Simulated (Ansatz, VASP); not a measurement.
# One calculation of HfN, two programs

File INCAR:

```
ALGO = Normal
EDIFF = 1E-7
ENCUT = 520
GGA = PE
ISIF = 2
ISMEAR = -1
LASPH = True
LCHARG = False
LREAL = False
LWAVE = False
NBANDS = 14
NELM = 60
PREC = Accurate
SIGMA = 0.05
```

Contents of KPOINTS:

```
k-points
0
Gamma
  9 9 9
```

POSCAR

```
HfN
1.0
    2.8060694958      0.0000000000      0.0000000000
    0.0000000000      2.8060694958      0.0000000000
    0.0000000000      0.0000000000      2.8060694958
Hf N
1 1
Direct
    0.5000000000      0.5000000000      0.5000000000
    0.0000000000      0.0000000000      0.0000000000
```

The input input.yaml:

```yaml
crystal:
  lattice:
    - [2.8060694958, 0.0, 0.0]
    - [0.0, 2.8060694958, 0.0]
    - [0.0, 0.0, 2.8060694958]
  atoms:
    - { symbol: Hf, position: [0.5, 0.5, 0.5] }
    - { symbol: "N", position: [0.0, 0.0, 0.0] }
hamiltonian:
  xc: pbe
  pseudopotentials: { kind: paw }
kpoints:
  mp_grid: { grid: [9, 9, 9] }
scf:
  occupations: { method: fermi_dirac, width: 0.05 }
output:
  forces: true
  stress: true
  eigenvalues: true
  write_density: true
  write_potential: true
  elf: true
  volumetric_format: npy
```

The cell was built by a generator and needn't be a form met in nature.

Alike in both runs: task single point; functional PBE; k mesh 9 × 9 × 9; occupations fermi-dirac, width 0.05 eV; no spin polarisation.

```csv
,VASP,Ansatz
version,VASP 6.6.1,Ansatz 0.2.0
potentials or method,"VASP PAW PBE potentials, release 64 (Hf_pv, N)",Ansatz PAW
plane-wave cutoff (eV),520,420
valence electrons in the cell,15,31
```

|  | VASP | Ansatz | Ansatz less VASP |
| --- | --- | --- | --- |
| gap on the k mesh at the Fermi level (eV) | none | none | - |
| pressure (GPa) | 2.3 | 5.1 | +2.78 |

A gap of «none» marks a metal or a gap that the smearing closes. The two sets of potentials don't hold the same shells in valence.

Caveats: the pressure holds a Pulay correction of +0.4 GPa for the finite cutoff (Ansatz). The runs have no spin-orbit coupling, so splittings on Hf are missing.
